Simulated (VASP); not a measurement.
# Settings for AlRu: density of states

AlRu, Pm-3m (no. 221), 2 atoms in the cell. LDA; PAW potentials Ru_pv, Al (LDA set). VASP 6.6.1.

Wanted: density of states by 0.5 eV bins within 8 %; centre of the states within 12 eV below the valence top within 0.03 eV; states at the Fermi level within 8 %.

What the run is for: density of states; Accuracy asked: standard; k mesh of the density: 10 × 10 × 10.

POSCAR:
```
AlRu
1.0
    2.9916000000      0.0000000000      0.0000000000
    0.0000000000      2.9916000000      0.0000000000
    0.0000000000      0.0000000000      2.9916000000
Ru Al
1 1
Direct
    0.5000000000      0.5000000000      0.5000000000
    0.0000000000      0.0000000000      0.0000000000
```

The series start from Plane-wave cutoff (eV): 280; k-point mesh: 12 × 12 × 12; Energy points (NEDOS): 2001; Occupations for the DOS: ISMEAR=-5; Electronic threshold (eV): 1e-6; Precision mode (PREC): Accurate. Each series keeps the choices made before it, and each single choice may use up half of a tolerance. Times cover all steps of a run.

## Plane-wave cutoff (eV)

| Plane-wave cutoff (eV) | Density of states by 0.5 eV bins, largest deviation against the largest value | Centre of the states within 12 eV below the valence top (eV) | States at the Fermi level (states/eV/atom) | Time (s) |
|---|---|---|---|---|
| 190 | 2.6 % | -2.810 | 0.898 | 5.5 |
| 240 | 0.38 % | -2.833 | 0.8622 | 6.5 |
| 280 | 0.78 % | -2.833 | 0.8605 | 6.7 |
| 310 | 0.43 % | -2.832 | 0.8603 | 11 |
| 380 | 0.049 % | -2.829 | 0.8614 | 14 |
| 480 (reference) | 0 % | -2.829 | 0.8615 | 14 |

Chosen: 240, the loosest value from which every tighter one stays within half of the tolerance.

## k-point mesh

| k-point mesh | Density of states by 0.5 eV bins, largest deviation against the largest value | Centre of the states within 12 eV below the valence top (eV) | States at the Fermi level (states/eV/atom) | Time (s) |
|---|---|---|---|---|
| 5 × 5 × 5 | 32 % | -2.750 | 1.197 | 3.7 |
| 7 × 7 × 7 | 18 % | -2.784 | 1.018 | 4.0 |
| 8 × 8 × 8 | 16 % | -2.799 | 0.9902 | 4.3 |
| 10 × 10 × 10 | 8 % | -2.824 | 0.9022 | 5.2 |
| 12 × 12 × 12 | 4.7 % | -2.833 | 0.8622 | 6.5 |
| 15 × 15 × 15 | 2.4 % | -2.848 | 0.8236 | 7.2 |
| 18 × 18 × 18 | 1.2 % | -2.852 | 0.8239 | 9.9 |
| 22 × 22 × 22 (reference) | 0 % | -2.860 | 0.8212 | 15 |

Chosen: 15 × 15 × 15.

## Energy points (NEDOS)

| Energy points (NEDOS) | Density of states by 0.5 eV bins, largest deviation against the largest value | Centre of the states within 12 eV below the valence top (eV) | States at the Fermi level (states/eV/atom) | Time (s) |
|---|---|---|---|---|
| 301 | 0.96 % | -2.862 | 0.825 | 7.0 |
| 501 | 15 % | -2.855 | 0.8216 | 9.0 |
| 1001 | 6.1 % | -2.852 | 0.8245 | 10 |
| 2001 | 1.9 % | -2.848 | 0.8236 | 7.2 |
| 4001 (reference) | 0 % | -2.845 | 0.8247 | 8.6 |

Chosen: 2001.

## Occupations for the DOS

| Occupations for the DOS | Density of states by 0.5 eV bins, largest deviation against the largest value | Centre of the states within 12 eV below the valence top (eV) | States at the Fermi level (states/eV/atom) | Time (s) |
|---|---|---|---|---|
| ISMEAR=-5 | 0 % | -2.848 | 0.8236 | 7.2 |
| ISMEAR=-4 | 0 % | -2.848 | 0.8236 | 9.5 |
| ISMEAR=0 SIGMA=0.05 | 9.8 % | -2.877 | 0.8815 | 7.8 |
| ISMEAR=0 SIGMA=0.1 | 10 % | -2.874 | 0.756 | 7.1 |
| ISMEAR=-15 SIGMA=0.025 | 0.062 % | -2.848 | 0.8236 | 8.6 |
| ISMEAR=1 SIGMA=0.1 | 9.7 % | -2.876 | 0.8309 | 7.3 |

Chosen: ISMEAR=-5; no other choice that stays within half of the tolerance saves 30 % of the time.

## Electronic threshold (eV)

| Electronic threshold (eV) | Density of states by 0.5 eV bins, largest deviation against the largest value | Centre of the states within 12 eV below the valence top (eV) | States at the Fermi level (states/eV/atom) | Time (s) |
|---|---|---|---|---|
| 0.001 | 3.1 % | -2.846 | 0.8269 | 8.8 |
| 0.0001 | 0.24 % | -2.848 | 0.8236 | 7.8 |
| 1e-5 | 0.0062 % | -2.848 | 0.8236 | 8.6 |
| 1e-6 (reference) | 0 % | -2.848 | 0.8236 | 7.2 |

Chosen: 0.001.

## Precision mode (PREC)

| Precision mode (PREC) | Density of states by 0.5 eV bins, largest deviation against the largest value | Centre of the states within 12 eV below the valence top (eV) | States at the Fermi level (states/eV/atom) | Time (s) |
|---|---|---|---|---|
| Normal | 0.019 % | -2.846 | 0.8269 | 6.1 |
| Accurate (reference) | 0 % | -2.846 | 0.8269 | 8.8 |

Chosen: Normal.

## All choices together

| Input | Density of states by 0.5 eV bins, largest deviation against the largest value | Centre of the states within 12 eV below the valence top (eV) | States at the Fermi level (states/eV/atom) | Time (s) |
|---|---|---|---|---|
| defaults for smearing, thresholds and mesh (naive) | 48 % | -3.006 | 0.8698 | 3.8 |
| chosen settings | 2.3 % | -2.846 | 0.8269 | 6.1 |
| reference settings throughout | 0 % | -2.855 | 0.8222 | 44 |

The tolerance is met.

## The input

INCAR.step1:
```
SYSTEM = AlRu
GGA      = CA             ! functional
ISMEAR   = 1              ! smearing method
SIGMA    = 0.1            ! smearing width, eV
LWAVE    = .False.        ! write WAVECAR
LCHARG   = .True.         ! write CHGCAR
NBANDS   = 24             ! bands
PREC     = Normal         ! precision mode
LASPH    = .True.         ! aspherical terms in the spheres
LREAL    = .False.        ! projectors in reciprocal space
ALGO     = Normal         ! electronic algorithm
EDIFF    = 0.001          ! SCF threshold, eV
NELM     = 120            ! most SCF steps
GGA_COMPAT= .False.      
ENCUT    = 240            ! plane-wave cutoff, eV
LMAXMIX  = 4              ! l up to which the mixer works
```

INCAR.step2, as INCAR.step1 but for:
```
- ISMEAR = 1
- SIGMA = 0.1
- LCHARG = .True.
+ ISMEAR = -5
+ LCHARG = .False.
+ NEDOS = 2001
+ LORBIT = 11
+ EMIN = -3.4675
+ EMAX = 18.5325
+ ICHARG = 11
```

KPOINTS.step1:
```
k-points
0
Gamma
  10 10 10
```

KPOINTS.step2:
```
Automatic mesh
0
Gamma
  15 15 15
  0 0 0
```

Commands (each step's output is kept before the next begins):
```
cat potpaw_LDA.64/Ru_pv/POTCAR potpaw_LDA.64/Al/POTCAR > POTCAR
cp INCAR.step1 INCAR
cp KPOINTS.step1 KPOINTS
mpirun -np 1 vasp_std > vasp.out
cp INCAR.step2 INCAR
cp KPOINTS.step2 KPOINTS
mpirun -np 1 vasp_std > vasp.out
```

The chosen input took VASP 6.6.1 6.1 s on 1 core (Intel Xeon 6975P-C (Granite Rapids)), a shared host.

## An input that fails: tetrahedra on too few k points

VASP's message: IBZKPT: tetrahedron method fails for NKPT<4. NKPT = 1.

k mesh: 12 × 12 × 12 becomes 1 × 1 × 1.

Changes against the starting input:
```
(step 2)
- NELM = 120
+ NELM = 76
```
